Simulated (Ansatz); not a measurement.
# CuO (P4_2/mmc) in Ansatz: reference runs

Reference runs on CuO: the cell as given and a disturbed copy.

All numbers are computed with Ansatz 0.2.0; they aren't measurements. Logs are shortened: lines on timing, memory, paths and dates and some standing lists are left out, and cuts for length are marked.

**1. The structure**

Symmetry: P4_2/mmc, No. 131, tetragonal system. The conventional cell has a = 3.422 Å, b = 3.422 Å, c = 4.260 Å, α = 90.00°, β = 90.00°, γ = 90.00°. Around Cu (site symmetry mmm) lie 4 O at 2.02 Å. Around O (site symmetry -4m2) lie 4 Cu at 2.02 Å and 2 O at 2.13 Å.

Measurements of this composition are mostly on another form, of space group No. 15.

**2. Single point, PBE**

The input, input.yaml:

```yaml
crystal:
  lattice:
    - [3.42205097, 0.0, 0.0]
    - [0.0, 3.42205097, 0.0]
    - [0.0, 0.0, 4.26046148]
  atoms:
    - { symbol: Cu, position: [0.0, 0.5, 0.0] }
    - { symbol: Cu, position: [0.5, 0.0, 0.5] }
    - { symbol: O, position: [0.0, 0.0, 0.25] }
    - { symbol: O, position: [0.0, 0.0, 0.75] }
hamiltonian:
  xc: pbe
  pseudopotentials: { kind: paw }
kpoints:
  mp_grid: { grid: [8, 8, 6] }
scf:
  occupations: { method: fermi_dirac, width: 0.05 }
output:
  forces: true
  stress: true
  eigenvalues: true
```

Potentials or basis: Ansatz PAW.

Run with:

```
> ansatz run input.yaml --threads 2 --pin off --max-ram 5632MiB --backend cpu --events-out ev --progress --plain --runs-dir out
```

What it wrote:

```text
Warning: RAYON_NUM_THREADS=2 ignored (pool sized by the plan → 2); use --threads N
Engine: ansatz 0.2.0, x86_64-unknown-linux-gnu
Pseudopotentials: kind: paw
Pseudopotential: Cu, paw, valence charge 19, recommended cutoff 420 eV (normal), Cu.paw.azcp
Pseudopotential: O, paw, valence charge 6, recommended cutoff 420 eV (normal), O.paw.azcp
Functional definition: PBE
  parameter kappa = 0.804
  parameter beta = 0.06672455060314922
  exchange = pbe_x(kappa = kappa, mu = beta*pi^2/3)
  correlation = pbe_c(beta = beta)
Crystal: 4 atoms, lattice volume = 49.892 Å³
Basis set: ecut = 420 eV, 979 PW (Γ), exchange–correlation on 48×48×60 points (8 copies of the dense FFT grid, shifted against one another)
Bands: 30, of which v1, the nominal top of the filled ones, is band 25 counted from 1 (24 counted from 0)
Symmetry: 16 space group operations
Space group: P42/mmc (ITA 131), of the structure as read, at distance tolerance 3.7e-5 Å
k-points: 60 of 384
Non-local potential: Cu, projectors of the file, l = 0: 3, l = 1: 2, l = 2: 3, l = 3: 1
Non-local potential: O, projectors of the file, l = 0: 2, l = 1: 2, l = 2: 1
PAW form: soft (Blöchl's): semilocal exchange-correlation on the pseudo side does not see the compensation charge
PAW one-centre angular grid: Cu, 590 points (default); XC on 64 Gauss nodes
PAW one-centre angular grid: O, 110 points (default); XC on 64 Gauss nodes
Initial density: superposition of atomic densities (neutral atoms: chi_scale 0, normalization atom), corrected by the library's trained network
Initial wavefunctions: pseudopotential atomic-orbital guess
Functional: x = pbe(κ = 0.804, μ = 0.2195149727645171), c = pbe(β = 0.06672455060314922)
SCF iter   1: F=—  HF=-14381.097352 eV  |F-HF|=—  |Δ(HF+E_count)|=         —  Δρ=1.60e-2  dr2=6.56e-2  ethr=1.77e-3  ⟨swp⟩=5.7  Hψ=6717  notcnv=0
preconditioner: auto → LDOS  [metal: Δε(μ)=0.018 eV  Ē_g=9.809 eV  σ=0.050 eV  W_gap=0.09  n_scr=18 (ndim 8)  ℏωp=30.7 eV  f_vac=0.119  D(μ)=2.37/eV (n_scr^D=18)  β→1.0]
SCF iter   2: F=—  HF=-14381.088275 eV  |F-HF|=—  |Δ(HF+E_count)|=   9.08e-3  Δρ=6.33e-3  dr2=1.15e-2  ethr=1.31e-4  ⟨swp⟩=2.2  Hψ=3376  notcnv=0
SCF iter   3: F=—  HF=-14381.092046 eV  |F-HF|=—  |Δ(HF+E_count)|=   3.77e-3  Δρ=1.02e-2  dr2=3.00e-2  ethr=2.30e-5  ⟨swp⟩=2.0  Hψ=3600  notcnv=0  recentre
SCF iter   4: F=—  HF=-14381.085621 eV  |F-HF|=—  |Δ(HF+E_count)|=   6.42e-3  Δρ=2.34e-3  dr2=2.07e-3  ethr=2.30e-5  ⟨swp⟩=2.3  Hψ=3139  notcnv=0
SCF iter   5: F=—  HF=-14381.085575 eV  |F-HF|=—  |Δ(HF+E_count)|=   4.64e-5  Δρ=2.88e-4  dr2=2.48e-5  ethr=4.14e-6  ⟨swp⟩=1.0  Hψ=1802  notcnv=0
SCF iter   6: F=—  HF=-14381.085461 eV  |F-HF|=—  |Δ(HF+E_count)|=   1.14e-4  Δρ=2.29e-5  dr2=1.21e-7  ethr=4.96e-8  ⟨swp⟩=2.1  Hψ=2649  notcnv=0
SCF iter   7: F=-14381.085461 eV  HF=-14381.085461 eV  |F-HF|=3.36e-9  |Δ(HF+E_count)|=   9.71e-8  Δρ=5.08e-6  dr2=8.97e-9  ethr=2.00e-10  ⟨swp⟩=4.4  Hψ=6375  notcnv=0
SCF 1 converged in 7 iterations: F = -14381.085461 eV  dr2 = 8.97e-9
SCF converged after 7 iterations
Free energy (F): -14381.085461 eV
Harris-Foulkes:  -14381.085461 eV  (|F-HF|=3.36e-9)
Internal energy: -14381.065892 eV  (E = F + TS)
E sigma→0 (E₀):  -14381.075677 eV
Entropy (-TS):   -0.019570 eV (-4.892 meV/atom)
Fermi energy:    9.301594 eV
--- Per-component energies (eV) ---
  E_band       = -995.070156
  E_kinetic    = 939.356418
  E_local      = -10693.089601  (includes V_loc(G=0)·N_el)
  E_nonlocal   = 883.205304
  E_hartree    = 4633.527640
  E_xc         = -321.370608
  E_vxc        = -412.285225  (∫ρ·V_xc dr)
  E_paw        = -3643.931377  (= ΣΔE_a)
  E_vpaw       = -979.321635  (= ΣTr[D̂ρ^β])
  E_aug_tail   = 0.005366  (compensation charges beyond the density's cutoff)
  E_ewald      = -6178.769034
  E_smearing   = -0.019570  (= −TS)
  E_closure    = 0.000000  (closes the sum)
  Σ components = -14381.085461   (vs F -14381.085461, Δ=0.00e0)
--- Forces (eV/Å), atoms counted from 1 ---
  atom   1  Cu     0.00000000    -0.00000000     0.00000000
  atom   2  Cu     0.00000000     0.00000000     0.00000000
  atom   3  O      0.00000000     0.00000000    -0.00000000
  atom   4  O      0.00000000     0.00000000     0.00000000
  max |Σ_I F_I| component: 6.94e-29 eV/Å
--- Stress (GPa, compression-positive) ---
      -14.851268       0.000000       0.000000
        0.000000     -14.851268       0.000000
        0.000000       0.000000      21.380709
  P = ⅓ Tr σ = -2.7739 GPa (-27.739 kbar)
--- Band table (eV; the first three rows and the last of 60) ---
  k-point 0: bands = ["-103.1878", "-103.1874", "-60.6962", "-60.6962", "-60.5987", "-60.5938", "-60.4123", "-60.4123", "-10.7952", "-8.0069", "1.4007", "4.0524", "4.0524", "4.5694", "4.5694", "5.6420", "6.5183", "6.7714", "6.9541", "7.0629", "7.0629", "7.0881", "8.0521", "9.7272", "9.7797", "9.9608", "9.9608", "15.3917", "16.4510", "18.9198"]
  k-point 1: bands = ["-103.1878", "-103.1874", "-60.6962", "-60.6962", "-60.5984", "-60.5942", "-60.4123", "-60.4123", "-10.6578", "-8.2774", "1.8884", "3.9281", "3.9281", "4.7184", "4.7184", "5.7521", "6.5341", "6.7925", "6.8700", "7.0668", "7.1291", "7.1291", "7.9858", "8.7877", "9.8046", "9.8046", "10.4006", "14.0049", "17.3828", "20.0136"]
  k-point 2: bands = ["-103.1878", "-103.1875", "-60.6962", "-60.6962", "-60.5975", "-60.5951", "-60.4123", "-60.4123", "-10.2590", "-8.9201", "3.1488", "3.7693", "3.7693", "4.9238", "4.9238", "5.9227", "6.4218", "6.5430", "6.8503", "7.0086", "7.2986", "7.2986", "7.8070", "7.8625", "9.4628", "9.4628", "10.9021", "12.5323", "18.1256", "20.2664"]
  k-point 59: bands = ["-103.1875", "-103.1875", "-60.6979", "-60.6979", "-60.5961", "-60.5961", "-60.4132", "-60.4132", "-9.3359", "-9.3359", "3.5833", "3.5833", "3.8771", "3.8771", "5.2235", "5.2235", "6.6140", "6.6140", "6.8349", "6.8349", "7.5356", "7.5356", "7.7202", "7.7202", "8.1535", "8.1535", "12.8358", "12.8358", "17.5802", "17.5802"]
```

It took 5.2 s on 2 threads of AMD EPYC (Zen 3), shared host; peak memory 0.39 GiB.

Results:

```yaml
Free_energy: -14381.0855 eV
Pressure: -2.8 GPa
Band_gap_on_the_k_mesh: none (metal or under the smearing width)
```

Caveat: the pressure holds a Pulay correction of +0.6 GPa for the finite cutoff; the run has no spin polarisation, though such a crystal can be magnetic; semilocal functionals often make such compounds metallic where correlation or magnetic order opens a gap, which also shifts bond lengths. With open d or f shells a metallic result of PBE can be an artefact of self-interaction; +U or a hybrid may open a gap.

**3. Single point, PBE (atoms moved at random, drawn with an rms of 0.05 Å)**

The input, input.yaml:

```yaml
crystal:
  lattice:
    - [3.42205097, 0.0, 0.0]
    - [0.0, 3.42205097, 0.0]
    - [0.0, 0.0, 4.26046148]
  atoms:
    - { symbol: Cu, position: [0.004178, 0.493359, -0.017606] }
    - { symbol: Cu, position: [0.505242, -0.009282, 0.507652] }
    - { symbol: O, position: [-0.0077, -0.003813, 0.253352] }
    - { symbol: O, position: [-0.007072, -0.00208, 0.744355] }
hamiltonian:
  xc: pbe
  pseudopotentials: { kind: paw }
kpoints:
  mp_grid: { grid: [8, 8, 6] }
scf:
  occupations: { method: fermi_dirac, width: 0.05 }
output:
  forces: true
  stress: true
  eigenvalues: true
  write_density: true
  write_potential: true
  elf: true
  volumetric_format: npy
```

Potentials or basis: Ansatz PAW.

Run with:

```
> ansatz run input.yaml --threads 2 --pin off --max-ram 5632MiB --backend cpu --events-out ev --progress --plain --runs-dir out
```

What it wrote:

```text
Warning: RAYON_NUM_THREADS=2 ignored (pool sized by the plan → 2); use --threads N
[... 9 set-up lines as earlier in the session ...]
Crystal: 4 atoms, lattice volume = 49.892 Å³
Basis set: ecut = 420 eV, 979 PW (Γ), exchange–correlation on 48×48×60 points (8 copies of the dense FFT grid, shifted against one another)
Bands: 30, of which v1, the nominal top of the filled ones, is band 25 counted from 1 (24 counted from 0)
Symmetry: 1 space group operations
Space group: P1 (ITA 1), of the structure as read, at distance tolerance 3.7e-5 Å
k-points: 196 of 384 (time reversal used)
[... 8 set-up lines as earlier in the session ...]
SCF iter   1: F=—  HF=-14381.040809 eV  |F-HF|=—  |Δ(HF+E_count)|=         —  Δρ=1.59e-2  dr2=6.45e-2  ethr=1.77e-3  ⟨swp⟩=5.7  Hψ=21555  notcnv=0
preconditioner: auto → LDOS  [metal: Δε(μ)=0.001 eV  Ē_g=9.820 eV  σ=0.050 eV  W_gap=0.01  n_scr=18 (ndim 8)  ℏωp=30.7 eV  f_vac=0.119  D(μ)=2.42/eV (n_scr^D=20)  β→1.0]
SCF iter   2: F=—  HF=-14381.031831 eV  |F-HF|=—  |Δ(HF+E_count)|=   8.98e-3  Δρ=6.29e-3  dr2=1.16e-2  ethr=1.29e-4  ⟨swp⟩=2.2  Hψ=11007  notcnv=0
SCF iter   3: F=—  HF=-14381.035541 eV  |F-HF|=—  |Δ(HF+E_count)|=   3.71e-3  Δρ=1.01e-2  dr2=2.99e-2  ethr=2.31e-5  ⟨swp⟩=2.0  Hψ=11760  notcnv=0  recentre
SCF iter   4: F=—  HF=-14381.029180 eV  |F-HF|=—  |Δ(HF+E_count)|=   6.36e-3  Δρ=2.39e-3  dr2=2.16e-3  ethr=2.31e-5  ⟨swp⟩=2.3  Hψ=10222  notcnv=0
SCF iter   5: F=—  HF=-14381.029114 eV  |F-HF|=—  |Δ(HF+E_count)|=   6.60e-5  Δρ=3.41e-4  dr2=3.79e-5  ethr=4.32e-6  ⟨swp⟩=1.0  Hψ=5880  notcnv=0
SCF iter   6: F=—  HF=-14381.029005 eV  |F-HF|=—  |Δ(HF+E_count)|=   1.09e-4  Δρ=4.81e-5  dr2=9.87e-7  ethr=7.58e-8  ⟨swp⟩=2.1  Hψ=8507  notcnv=0
SCF iter   7: F=—  HF=-14381.029005 eV  |F-HF|=—  |Δ(HF+E_count)|=   2.18e-7  Δρ=4.23e-5  dr2=7.23e-7  ethr=1.97e-9  ⟨swp⟩=2.5  Hψ=9392  notcnv=0
SCF iter   8: F=-14381.029005 eV  HF=-14381.029005 eV  |F-HF|=2.95e-8  |Δ(HF+E_count)|=   4.40e-8  Δρ=1.14e-5  dr2=3.38e-8  ethr=2.00e-10  ⟨swp⟩=6.0  Hψ=36057  notcnv=0
SCF 1 converged in 8 iterations: F = -14381.029005 eV  dr2 = 3.38e-8
SCF converged after 8 iterations
Free energy (F): -14381.029005 eV
Harris-Foulkes:  -14381.029005 eV  (|F-HF|=2.95e-8)
Internal energy: -14381.009051 eV  (E = F + TS)
E sigma→0 (E₀):  -14381.019028 eV
Entropy (-TS):   -0.019954 eV (-4.988 meV/atom)
Fermi energy:    9.295638 eV
--- Per-component energies (eV) ---
  E_band       = -995.383119
  E_kinetic    = 939.462544
  E_local      = -10704.348833  (includes V_loc(G=0)·N_el)
  E_nonlocal   = 883.313570
  E_hartree    = 4638.944663
  E_xc         = -321.390457
  E_vxc        = -412.312851  (∫ρ·V_xc dr)
  E_paw        = -3643.977422  (= ΣΔE_a)
  E_vpaw       = -979.389240  (= ΣTr[D̂ρ^β])
  E_aug_tail   = 0.005308  (compensation charges beyond the density's cutoff)
  E_ewald      = -6173.018425
  E_smearing   = -0.019954  (= −TS)
  E_closure    = -0.000000  (closes the sum)
  Σ components = -14381.029005   (vs F -14381.029005, Δ=0.00e0)
--- Forces (eV/Å), atoms counted from 1 ---
  atom   1  Cu    -0.17857089     0.13280055     0.60844261
  atom   2  Cu    -0.49349134     0.09171387    -0.44312719
  atom   3  O      0.30743931    -0.09884170    -0.64386545
  atom   4  O      0.36464361    -0.12567563     0.47855708
  max |Σ_I F_I| component: 2.07e-5 eV/Å
--- Stress (GPa, compression-positive) ---
      -13.952204       0.042536       0.250503
        0.042536     -14.506476       0.152113
        0.250503       0.152113      21.478592
  P = ⅓ Tr σ = -2.3267 GPa (-23.267 kbar)
--- Band table (eV; the first three rows and the last of 196) ---
  k-point 0: bands = ["-103.2482", "-103.1360", "-60.7653", "-60.6603", "-60.6396", "-60.5375", "-60.4596", "-60.3758", "-10.8288", "-8.0021", "1.3852", "3.8979", "3.9889", "4.5899", "4.7225", "5.6331", "6.5210", "6.7605", "6.9562", "7.0255", "7.0885", "7.0935", "8.0264", "9.7305", "9.7915", "9.9266", "9.9833", "15.4114", "16.4365", "18.8777"]
  k-point 1: bands = ["-103.2482", "-103.1360", "-60.7653", "-60.6603", "-60.6396", "-60.5376", "-60.4596", "-60.3758", "-10.6948", "-8.2687", "1.8688", "3.8080", "3.8901", "4.7045", "4.8471", "5.7421", "6.5351", "6.7764", "6.8744", "7.0711", "7.0990", "7.1533", "7.9493", "8.8253", "9.7650", "9.8198", "10.4060", "14.0101", "17.3776", "19.9531"]
  k-point 2: bands = ["-103.2482", "-103.1360", "-60.7653", "-60.6603", "-60.6396", "-60.5376", "-60.4596", "-60.3758", "-10.3139", "-8.8927", "3.1034", "3.6855", "3.7497", "4.8821", "5.0371", "5.9257", "6.4162", "6.5492", "6.8208", "7.0220", "7.2827", "7.3057", "7.6860", "7.9991", "9.4117", "9.4996", "10.8967", "12.5351", "18.1183", "20.2453"]
  k-point 195: bands = ["-103.2481", "-103.1359", "-60.7671", "-60.6600", "-60.6413", "-60.5374", "-60.4606", "-60.3767", "-9.5728", "-9.1250", "3.3466", "3.4670", "4.0242", "4.0293", "5.1047", "5.3331", "6.5438", "6.6748", "6.7663", "6.8769", "7.4828", "7.5495", "7.7377", "7.7535", "7.9744", "8.3271", "12.5895", "13.0873", "17.4506", "17.6728"]
```

Run time: 34 s. Hardware: 2 threads of AMD EPYC (Zen 3), shared host; peak memory 0.56 GiB.

What came out:

```
Free energy            : -14381.0290 eV
Pressure               : -2.3 GPa
Largest force          : 0.720 eV/Å
Band gap on the k mesh : none (metal or under the smearing width)
```

Forces on the atoms (eV/Å):
```
Cu  -0.179  0.133  0.608
Cu  -0.493  0.092 -0.443
O    0.307 -0.099 -0.644
O    0.365 -0.126  0.479
```

Levels at points of the mesh, in eV from the Fermi level:
| k point | band 23 | band 24 | band 25 | band 26 | band 27 | band 28 |
| --- | --- | --- | --- | --- | --- | --- |
| (0.00, 0.00, 0.00) | -1.27 | 0.43 | 0.50 | 0.63 | 0.69 | 6.12 |
| (0.00, 0.00, -0.50) | -1.76 | -1.49 | -0.09 | 0.02 | 2.15 | 2.32 |
| (0.00, -0.50, 0.00) | -1.76 | -1.69 | 0.56 | 0.96 | 3.77 | 4.05 |
| (0.00, -0.50, -0.50) | -1.82 | -1.77 | -0.78 | 0.47 | 3.93 | 5.05 |
| (-0.50, 0.00, 0.00) | -1.72 | -1.68 | 0.52 | 0.95 | 3.77 | 4.07 |
| (-0.50, 0.00, -0.50) | -1.82 | -1.75 | -0.70 | 0.38 | 3.84 | 5.20 |
| (-0.50, -0.50, 0.00) | -1.80 | -1.48 | -1.46 | 0.80 | 1.30 | 7.73 |
| (-0.50, -0.50, -0.50) | -1.56 | -1.54 | -1.32 | -0.97 | 3.29 | 3.79 |

Caveat: the pressure holds a Pulay correction of +0.6 GPa for the finite cutoff; the run has no spin polarisation, though such a crystal can be magnetic; semilocal functionals often make such compounds metallic where correlation or magnetic order opens a gap, which also shifts bond lengths.
